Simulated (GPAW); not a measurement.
# ZnSe (Stilleite) (F-43m) in GPAW: a series of runs

One crystal, ZnSe (Stilleite), is run at these levels: PBE, vdW-DF2; tasks: single point, electron localisation function.

All numbers are computed with GPAW 26.7.0; they aren't measurements. Logs are shortened: lines on timing, memory, paths and dates and some standing lists are left out, and cuts for length are marked. The log counts tension as positive stress, the text compression.

**Experimental background.**

From “Alloy Disordering Effects on the Thermal Conductivity and Energy Gap Temperature Dependence of Cd1−xZnxSe Ternary Crystals Grown by the Bridgman Method”, 2023, pmc:10253836, for a bulk crystal of ZnSe at 300 K: band gap 2.695 ± 0.003 eV (an exciton energy, a little under the gap).

The runs below are set against these values where they give the same quantity.

### Step 1. The structure

Symmetry: F-43m, No. 216, cubic system. Conventional cell: a = 5.668 Å, b = 5.668 Å, c = 5.668 Å, α = 90.00°, β = 90.00°, γ = 90.00°. Se (site symmetry -43m) has 4 Zn at 2.45 Å as nearest neighbours. Around Zn (site symmetry -43m) lie 4 Se at 2.45 Å.

### Step 2. Single point, PBE

Contents of run.py:

```python
from ase.dft.bandgap import bandgap
from ase.io import read, write
from ase.units import GPa
from gpaw import GPAW, PW

atoms = read('ZnSe.xyz')

calc = GPAW(mode=PW(500),
            xc='PBE',
            kpts={'size': (7, 7, 7), 'gamma': True},
            occupations={'name': 'fermi-dirac', 'width': 0.05},
            nbands=18,
            convergence={'density': 1e-05, 'energy': 1e-05},
            maxiter=80,
            txt='gpaw.txt')
atoms.calc = calc
energy = atoms.get_potential_energy()
forces = atoms.get_forces()
stress = atoms.get_stress()
calc.write('gs.gpw')
write('result.traj', atoms)
print(f'Energy: {energy:.6f} eV')
print('Forces (eV/A):')
print(forces.round(4))
print('Stress (GPa):', (stress / GPa).round(3))
print('Fermi level:', round(calc.get_fermi_level(), 4), 'eV')
print(f'Gap: {bandgap(calc)[0]:.4f} eV, direct: {bandgap(calc, direct=True)[0]:.4f} eV')
```

Contents of ZnSe.xyz:

```xyz
2
Lattice="0.0000000000 2.8338000000 2.8338000000 2.8338000000 0.0000000000 2.8338000000 2.8338000000 2.8338000000 0.0000000000" Properties=species:S:1:pos:R:3 pbc="T T T"
Se     4.2507000000      4.2507000000      4.2507000000
Zn     0.0000000000      0.0000000000      0.0000000000
```

Potentials or basis: GPAW PAW data sets (gpaw-data 1.2.1), pw.

Launch:

```bash
OMP_NUM_THREADS=1 python run.py
```

gpaw.txt:

```text
__  _  _
 | _ |_)|_||  |
 |__||  | ||/\| - 26.7.0

Input parameters:
  mode=PW(ecut=500.0),
  convergence={'density': 1e-05, 'energy': 1e-05},
  kpts=MonkhorstPack(size=(7, 7, 7), gamma=True),
  maxiter=80,
  nbands=18,
  occupations=Occupations(name='fermi-dirac', width=0.05),
  xc=XC(name='PBE')

Diagonalizing LCAO Hamiltonian
Converting LCAO to pw mode

                    Se

       Zn

Atoms  # Å, Bohr magnetons
|   | symbol |        x |        y |        z |    initial magnetic moments |
|---|--------|----------|----------|----------|-----------------------------|
| 0 |     Se | 4.250700 | 4.250700 | 4.250700 | ( 0.0000,  0.0000,  0.0000) |
| 1 |     Zn | 0.000000 | 0.000000 | 0.000000 | ( 0.0000,  0.0000,  0.0000) |

Unit cell  # Å
| periodic |        x |        y |        z |  lengths |    angles |
|----------|----------|----------|----------|----------|-----------|
|      yes | 0.000000 | 2.833800 | 2.833800 | 4.007598 | 60.000000 |
|      yes | 2.833800 | 0.000000 | 2.833800 | 4.007598 | 60.000000 |
|      yes | 2.833800 | 2.833800 | 0.000000 | 4.007598 | 60.000000 |

Number of symmetries: 24
Symmetry operations  # r_c * U_cc + t_c -> r_c
|    | kind |            matrix            |
|----|------|------------------------------|
|  0 |  E   |  1, 0, 0,  0, 1, 0,  0, 0, 1 |
|  1 |  σ   |  1, 0, 0,  0, 0, 1,  0, 1, 0 |
|  2 |  σ   |  1, 0,-1,  0, 1,-1,  0, 0,-1 |
|  3 |  C3  |  1, 0,-1,  0, 0,-1,  0, 1,-1 |
|  4 |  C3  |  1,-1, 0,  0,-1, 1,  0,-1, 0 |
|  5 |  σ   |  1,-1, 0,  0,-1, 0,  0,-1, 1 |
|  6 |  σ   |  0, 1, 0,  1, 0, 0,  0, 0, 1 |
|  7 |  C3  |  0, 1, 0,  0, 0, 1,  1, 0, 0 |
|  8 |  C2  |  0, 1,-1,  1, 0,-1,  0, 0,-1 |
|  9 |  S4  |  0, 1,-1,  0, 0,-1,  1, 0,-1 |
| 10 |  C3  |  0, 0, 1,  1, 0, 0,  0, 1, 0 |
| 11 |  σ   |  0, 0, 1,  0, 1, 0,  1, 0, 0 |
| 12 |  S4  |  0, 0,-1,  1, 0,-1,  0, 1,-1 |
| 13 |  C3  |  0, 0,-1,  0, 1,-1,  1, 0,-1 |
| 14 |  S4  |  0,-1, 1,  1,-1, 0,  0,-1, 0 |
| 15 |  C2  |  0,-1, 1,  0,-1, 0,  1,-1, 0 |
| 16 |  C3  |  0,-1, 0,  1,-1, 0,  0,-1, 1 |
| 17 |  S4  |  0,-1, 0,  0,-1, 1,  1,-1, 0 |
| 18 |  S4  | -1, 1, 0, -1, 0, 1, -1, 0, 0 |
| 19 |  C3  | -1, 1, 0, -1, 0, 0, -1, 0, 1 |
| 20 |  C3  | -1, 0, 1, -1, 1, 0, -1, 0, 0 |
| 21 |  S4  | -1, 0, 1, -1, 0, 0, -1, 1, 0 |
| 22 |  σ   | -1, 0, 0, -1, 1, 0, -1, 0, 1 |
| 23 |  C2  | -1, 0, 0, -1, 0, 1, -1, 1, 0 |

BZ-sampling:
  Number of BZ points: 343
  Number of IBZ points: 20

  Monkhorst-Pack size: [7, 7, 7]
  Monkhorst-Pack shift: [0, 0, 0]

K-points  # in reciprocal-cell coordinates
|     |                                coordinates |     weight |
|-----|--------------------------------------------|------------|
|   0 | (  0.00000000,   0.00000000,   0.00000000) | 0.00291545 |
|   1 | (  0.14285714,   0.14285714,   0.00000000) | 0.01749271 |
|   2 | (  0.14285714,   0.14285714,   0.14285714) | 0.02332362 |
|   3 | (  0.28571429,   0.14285714,   0.14285714) | 0.03498542 |
|   4 | (  0.28571429,   0.28571429,   0.00000000) | 0.01749271 |
|   5 | (  0.28571429,   0.28571429,   0.14285714) | 0.06997085 |
|   6 | (  0.28571429,   0.28571429,   0.28571429) | 0.02332362 |
|   7 | (  0.42857143,  -0.28571429,  -0.28571429) | 0.03498542 |
|   8 | (  0.42857143,   0.28571429,  -0.42857143) | 0.13994169 |
|   9 | (  0.42857143,   0.28571429,  -0.28571429) | 0.06997085 |
| ... |                                            |            |
|  19 | (  0.42857143,   0.42857143,   0.42857143) | 0.02332362 |

Plane wave coefficients: 1173
Cutoff: 500.0 eV

Spin-components: 1 (collinear spins)
Bands:           18
Projectors:      11
Spin-degeneracy: 2
Datatype:        complex128

Density:
  Valence electrons: 18.0
  Components: 1
  Grid points: [21 21 21]
  Charge: 0.0  # |e|

Potential:
  Grid points: [21 21 21]

species:
  Se:
    name:    Selenium
    Z:       34.0
    valence: 6
    core:    28
    charge:  0.0  # [|e|]
    compensation charges:
      type: gauss
      rc: 0.27  # [Å]
      lmax: 2
    cutoffs:
      filter: 1.77  # [Å]
      core: 2.67  # [Å]
    projectors
    | kind |    occ | energy [eV] | rcut [Å] |
    |------|--------|-------------|----------|
    |   4s |  2.000 |     -17.277 |    0.847 |
    |   4p |  4.000 |      -6.512 |    1.005 |
    |    s |        |       9.935 |    0.847 |
    |    p |        |      20.699 |    1.005 |
    |    d |        |       0.000 |    0.847 |

    Using partial waves for Se as LCAO basis

  Zn:
    name:    Zinc
    Z:       30.0
    valence: 12
    core:    18
    charge:  0.0  # [|e|]
    compensation charges:
      type: gauss
      rc: 0.37  # [Å]
      lmax: 2
    cutoffs:
      filter: 2.14  # [Å]
      core: 2.28  # [Å]
    projectors
    | kind |    occ | energy [eV] | rcut [Å] |
    |------|--------|-------------|----------|
    |   4s |  2.000 |      -5.977 |    1.286 |
    |   4p |  0.000 |      -1.117 |    1.270 |
    |   3d | 10.000 |     -10.142 |    1.180 |
    |    s |        |      21.234 |    1.286 |
    |    p |        |      26.095 |    1.270 |
    |    d |        |      17.070 |    1.180 |

    Using partial waves for Zn as LCAO basis

Reference energy: -114964.858784  # eV

eigensolver:
  PPCG
  Converge bands: occupied
  niter=2

density mixing:
  MSR1-Mixer
  Pratt-step length: 0.05
  Maximum mixing coefficient: 0.75
  Old densities: 10
  SVD Regularization: 0.005
  Good broyden scale: 1.0
  Trust region scale: 1.0
  Backstep threshold: 4.0
  History deletion threshold: 6.0
  Fourier metric: weight=20.0, sigma=0.015

occupation numbers:
  Fermi-Dirac:
    width: 0.0500  # eV

poisson solver:
  ecut: 4000.0  # eV

xc functional:
  name: PBE with 2 nearest neighbor stencil

convergence criteria:
- Maximum integral of absolute [dens]ity change: 1e-05 electrons / valence electron
- Maximum [total energy] change in last 3 cyles: 1e-05 eV / valence electron
- Maximum integral of absolute [eigenst]ate change: 4e-08 eV^2 / valence electron
maximum number of iterations: 80

SCF iterations
|iter     | |      energy | eigst |  dens |
|---------|-|-------------|-------|-------|
|iter:   1| |   -6.334137 | -0.33 |       |
|iter:   2| |   -6.276389 | -2.25 | -1.24 |
|iter:   3| |   -6.093835 | -1.66 | -1.28 |
|iter:   4| |   -6.093549 | -2.68 | -1.83 |
|iter:   5| |   -6.094561 | -3.84 | -2.31 |
|iter:   6| |   -6.094523 | -4.33 | -2.95 |
|iter:   7| |   -6.094543c| -5.38 | -3.53 |
|iter:   8| |   -6.094547c| -6.20 | -3.93 |
|iter:   9| |   -6.094547c| -8.27c| -5.05c|

Converged in 9 steps
Energy contributions relative to reference atoms: (reference = -114964.858784)

Energy contributions:
  Kinetic:          13.079508
  Coulomb:         -11.114625
  Zero:             -0.049948
  External:          0.000000
  Xc:               -8.009483
  Entropy:          -0.000000
  Spinorbit:         0.000000
  ----------------------------
  Free energy:      -6.094547
  Extrapolated:     -6.094547

dipole moment: (-7.077876, -7.077876, -7.077876)  # |e|*Ang

Fermi level: 4.552
Eigenvalues  # (at kpt = [0.000, 0.000, 0.000])
| band index |      eig [eV] | occ [0-2] |
|------------|---------------|-----------|
|          0 |        -9.373 |     2.000 |
|          1 |        -2.643 |     2.000 |
|          2 |        -2.643 |     2.000 |
|          3 |        -2.643 |     2.000 |
|          4 |        -2.278 |     2.000 |
|          5 |        -2.278 |     2.000 |
[... 10 lines left out ...]
|         16 |        16.945 |     0.000 |
|         17 |        16.945 |     0.000 |

Gap: 1.298 eV
Transition (v -> c):
  (s=0, k=0, n=8, [0.00, 0.00, 0.00]) -> (s=0, k=0, n=9, [0.00, 0.00, 0.00])
No difference between direct/indirect transitions

Forces  # eV/Ang
|        x |       y |        z |
|----------|---------|----------|
| -0.00000 | 0.00000 | -0.00000 |  # Se   0
|  0.00000 | 0.00000 |  0.00000 |  # Zn   1

Stress tensor  # eV/Ang^3
|         x |         y |         z |
|-----------|-----------|-----------|
| -0.012128 |  0.000000 |  0.000000 |
|  0.000000 | -0.012128 |  0.000000 |
|  0.000000 |  0.000000 | -0.012128 |

# Writing to gs.gpw (mode='')
```

Run time: 11 s. Hardware: 1 thread of Arm Neoverse V1, shared host; peak memory 0.14 GiB.

What came out:

* Free energy: -6.0945 eV
* Pressure: 1.9 GPa
* Band gap on the k mesh: 1.30 eV, direct

Caveat: the cutoff is short for stress and forces, so pressures can be off by a GPa or more.

### Step 3. Electron localisation function, vdW-DF2

Contents of run.py:

```python
from ase import Atoms
from ase.dft.bandgap import bandgap
from ase.io import write
from ase.units import Bohr
from gpaw import GPAW, PW
from gpaw.elf import elf_from_dft_calculation

atoms = Atoms(['Se', 'Zn'],
              cell=[[0.0, 2.8338, 2.8338],
                    [2.8338, 0.0, 2.8338],
                    [2.8338, 2.8338, 0.0]],
              scaled_positions=[[0.75, 0.75, 0.75],
                                [0.0, 0.0, 0.0]],
              pbc=True)

calc = GPAW(mode=PW(510),
            xc={'name': 'vdW-DF2', 'backend': 'libvdwxc'},
            kpts={'size': (4, 4, 4), 'gamma': True},
            occupations={'name': 'fermi-dirac', 'width': 0.01},
            nbands=18,
            convergence={'density': 1e-05, 'energy': 1e-05},
            maxiter=150,
            txt='gpaw.txt')
atoms.calc = calc
energy = atoms.get_potential_energy()
forces = atoms.get_forces()
calc.write('gs.gpw')
write('result.traj', atoms)
print(f'Energy: {energy:.6f} eV')
print('Forces (eV/A):')
print(forces.round(4))
print('Fermi level:', round(calc.get_fermi_level(), 4), 'eV')
print(f'Gap: {bandgap(calc)[0]:.4f} eV, direct: {bandgap(calc, direct=True)[0]:.4f} eV')

# fields on the real-space grid
write('density.cube', atoms, data=calc.get_pseudo_density() * Bohr**3)
write('potential.cube', atoms, data=calc.get_electrostatic_potential())
write('elf.cube', atoms, data=elf_from_dft_calculation(calc).data)
```

Potentials or basis: GPAW PAW data sets (gpaw-data 1.2.1), pw.

Launch:

```bash
OMP_NUM_THREADS=1 python run.py
```

gpaw.txt:

```text
__  _  _
 | _ |_)|_||  |
 |__||  | ||/\| - 26.7.0

Input parameters:
  mode=PW(ecut=510.0),
  convergence={'density': 1e-05, 'energy': 1e-05},
  kpts=MonkhorstPack(size=(4, 4, 4), gamma=True),
  maxiter=150,
  nbands=18,
  occupations=Occupations(name='fermi-dirac', width=0.01),
  xc=XC(name='vdW-DF2', backend='libvdwxc')

Diagonalizing LCAO Hamiltonian
Converting LCAO to pw mode

                    Se

       Zn

Atoms  # Å, Bohr magnetons
|   | symbol |        x |        y |        z |    initial magnetic moments |
|---|--------|----------|----------|----------|-----------------------------|
| 0 |     Se | 4.250700 | 4.250700 | 4.250700 | ( 0.0000,  0.0000,  0.0000) |
| 1 |     Zn | 0.000000 | 0.000000 | 0.000000 | ( 0.0000,  0.0000,  0.0000) |

Unit cell  # Å
| periodic |        x |        y |        z |  lengths |    angles |
|----------|----------|----------|----------|----------|-----------|
|      yes | 0.000000 | 2.833800 | 2.833800 | 4.007598 | 60.000000 |
|      yes | 2.833800 | 0.000000 | 2.833800 | 4.007598 | 60.000000 |
|      yes | 2.833800 | 2.833800 | 0.000000 | 4.007598 | 60.000000 |

Number of symmetries: 24
Symmetry operations  # r_c * U_cc + t_c -> r_c
|    | kind |            matrix            |
|----|------|------------------------------|
|  0 |  E   |  1, 0, 0,  0, 1, 0,  0, 0, 1 |
|  1 |  σ   |  1, 0, 0,  0, 0, 1,  0, 1, 0 |
|  2 |  σ   |  1, 0,-1,  0, 1,-1,  0, 0,-1 |
|  3 |  C3  |  1, 0,-1,  0, 0,-1,  0, 1,-1 |
|  4 |  C3  |  1,-1, 0,  0,-1, 1,  0,-1, 0 |
|  5 |  σ   |  1,-1, 0,  0,-1, 0,  0,-1, 1 |
|  6 |  σ   |  0, 1, 0,  1, 0, 0,  0, 0, 1 |
|  7 |  C3  |  0, 1, 0,  0, 0, 1,  1, 0, 0 |
|  8 |  C2  |  0, 1,-1,  1, 0,-1,  0, 0,-1 |
|  9 |  S4  |  0, 1,-1,  0, 0,-1,  1, 0,-1 |
| 10 |  C3  |  0, 0, 1,  1, 0, 0,  0, 1, 0 |
| 11 |  σ   |  0, 0, 1,  0, 1, 0,  1, 0, 0 |
| 12 |  S4  |  0, 0,-1,  1, 0,-1,  0, 1,-1 |
| 13 |  C3  |  0, 0,-1,  0, 1,-1,  1, 0,-1 |
| 14 |  S4  |  0,-1, 1,  1,-1, 0,  0,-1, 0 |
| 15 |  C2  |  0,-1, 1,  0,-1, 0,  1,-1, 0 |
| 16 |  C3  |  0,-1, 0,  1,-1, 0,  0,-1, 1 |
| 17 |  S4  |  0,-1, 0,  0,-1, 1,  1,-1, 0 |
| 18 |  S4  | -1, 1, 0, -1, 0, 1, -1, 0, 0 |
| 19 |  C3  | -1, 1, 0, -1, 0, 0, -1, 0, 1 |
| 20 |  C3  | -1, 0, 1, -1, 1, 0, -1, 0, 0 |
| 21 |  S4  | -1, 0, 1, -1, 0, 0, -1, 1, 0 |
| 22 |  σ   | -1, 0, 0, -1, 1, 0, -1, 0, 1 |
| 23 |  C2  | -1, 0, 0, -1, 0, 1, -1, 1, 0 |

BZ-sampling:
  Number of BZ points: 64
  Number of IBZ points: 8

  Monkhorst-Pack size: [4, 4, 4]
  Monkhorst-Pack shift: [0.125, 0.125, 0.125]

K-points  # in reciprocal-cell coordinates
|   |                                coordinates |     weight |
[... 63 lines left out ...]
    charge:  0.0  # [|e|]
    compensation charges:
      type: gauss
      rc: 0.37  # [Å]
      lmax: 2
    cutoffs:
      filter: 2.14  # [Å]
      core: 2.28  # [Å]
    projectors
    | kind |    occ | energy [eV] | rcut [Å] |
    |------|--------|-------------|----------|
    |   4s |  2.000 |      -5.977 |    1.286 |
    |   4p |  0.000 |      -1.117 |    1.270 |
    |   3d | 10.000 |     -10.142 |    1.180 |
    |    s |        |      21.234 |    1.286 |
    |    p |        |      26.095 |    1.270 |
    |    d |        |      17.070 |    1.180 |

    Using partial waves for Zn as LCAO basis

Reference energy: -114964.858784  # eV

eigensolver:
  PPCG
  Converge bands: occupied
  niter=2

density mixing:
  MSR1-Mixer
  Pratt-step length: 0.05
  Maximum mixing coefficient: 0.75
  Old densities: 10
  SVD Regularization: 0.005
  Good broyden scale: 1.0
  Trust region scale: 1.0
  Backstep threshold: 4.0
  History deletion threshold: 6.0
  Fourier metric: weight=20.0, sigma=0.015

occupation numbers:
  Fermi-Dirac:
    width: 0.0100  # eV

poisson solver:
  ecut: 4080.0  # eV

xc functional:
  name: vdW-DF2 with libvdwxc
  Mode: serial
  Semilocal: GGA_X_RPW86+LDA_C_PW with 2 nearest neighbor stencil
  Local blocksize: 42 x 42 x 42
  PAW datasets: PBE

convergence criteria:
- Maximum integral of absolute [dens]ity change: 1e-05 electrons / valence electron
- Maximum [total energy] change in last 3 cyles: 1e-05 eV / valence electron
- Maximum integral of absolute [eigenst]ate change: 4e-08 eV^2 / valence electron
maximum number of iterations: 150

SCF iterations
|iter     | |      energy | eigst |  dens |
|---------|-|-------------|-------|-------|
|iter:   1| | -139.562708 | -0.23 |       |
|iter:   2| | -139.493344 | -2.11 | -1.21 |
|iter:   3| | -139.257960 | -1.43 | -1.25 |
|iter:   4| | -139.256134 | -2.56 | -1.86 |
|iter:   5| | -139.256813 | -3.49 | -2.23 |
|iter:   6| | -139.256676 | -4.16 | -3.00 |
|iter:   7| | -139.256680c| -5.25 | -3.42 |
|iter:   8| | -139.256683c| -6.19 | -3.86 |
|iter:   9| | -139.256683c| -6.95 | -4.47 |
|iter:  10| | -139.256683c| -8.37c| -5.48c|

Converged in 10 steps
Energy contributions relative to reference atoms: (reference = -114964.858784)

Energy contributions:
  Kinetic:          24.660926
  Coulomb:         -21.710217
  Zero:              0.055462
  External:          0.000000
  Xc:             -142.262854
  Entropy:          -0.000000
  Spinorbit:         0.000000
  ----------------------------
  Free energy:    -139.256683
  Extrapolated:   -139.256683

dipole moment: (-7.091024, -7.091024, -7.091024)  # |e|*Ang

Fermi level: 4.227
Eigenvalues  # (at kpt = [0.000, 0.000, 0.000])
| band index |      eig [eV] | occ [0-2] |
|------------|---------------|-----------|
|          0 |        -9.337 |     2.000 |
|          1 |        -2.855 |     2.000 |
|          2 |        -2.855 |     2.000 |
|          3 |        -2.855 |     2.000 |
|          4 |        -2.519 |     2.000 |
|          5 |        -2.519 |     2.000 |
[... 10 lines left out ...]
|         16 |        17.027 |     0.000 |
|         17 |        17.027 |     0.000 |

Gap: 1.159 eV
Transition (v -> c):
  (s=0, k=0, n=8, [0.00, 0.00, 0.00]) -> (s=0, k=0, n=9, [0.00, 0.00, 0.00])
No difference between direct/indirect transitions

Forces  # eV/Ang
|        x |        y |        z |
|----------|----------|----------|
|  0.00000 | -0.00000 | -0.00000 |  # Se   0
| -0.00000 | -0.00000 | -0.00000 |  # Zn   1

# Writing to gs.gpw (mode='')
```

It took 6.7 s on 1 thread of Arm Neoverse V1, shared host; peak memory 0.15 GiB.

What came out:

```yaml
Free_energy: -139.2567 eV
Band_gap_on_the_k_mesh: 1.16 eV, direct
```

Levels at points of the mesh, in eV from the valence-band top:
| k point | band 5 | band 6 | band 7 | band 8 | band 9 | band 10 | band 11 | band 12 | band 13 | band 14 |
| --- | --- | --- | --- | --- | --- | --- | --- | --- | --- | --- |
| (0.00, 0.00, 0.00) | -6.47 | -6.47 | 0.00 | 0.00 | 0.00 | 1.16 | 5.89 | 5.89 | 5.89 | 9.79 |
| (0.50, 0.50, 0.00) | -6.42 | -6.28 | -4.78 | -2.14 | -2.14 | 3.00 | 3.42 | 10.65 | 11.21 | 11.21 |
| (0.50, 0.50, 0.50) | -6.45 | -6.31 | -5.18 | -0.85 | -0.85 | 2.48 | 6.45 | 6.45 | 8.53 | 10.89 |

Caveat: the k mesh is coarse (spacing up to 0.48 Å⁻¹), so the values aren't converged; the PAW data sets were made with another functional, which shifts forces and pressure a little.

### Step 4. Comparison with measurements

Step 2. Measured gap of ZnSe: 2.695 eV (an exciton energy, a little under the gap; 300 K; “Alloy Disordering Effects on the Thermal Conductivity and Energy Gap Temperature Dependence of Cd1−xZnxSe Ternary Crystals Grown by the Bridgman Method”, 2023, pmc:10253836). This calculation gives 1.30 eV (-1.40 eV). So large a miss can be the level of theory's own, or it may mean another phase, state or a wrong row. Spin-orbit coupling on Se is left out. The value is that of PBE, without temperature or zero-point motion. Semilocal functionals fall short of measured gaps as a rule.
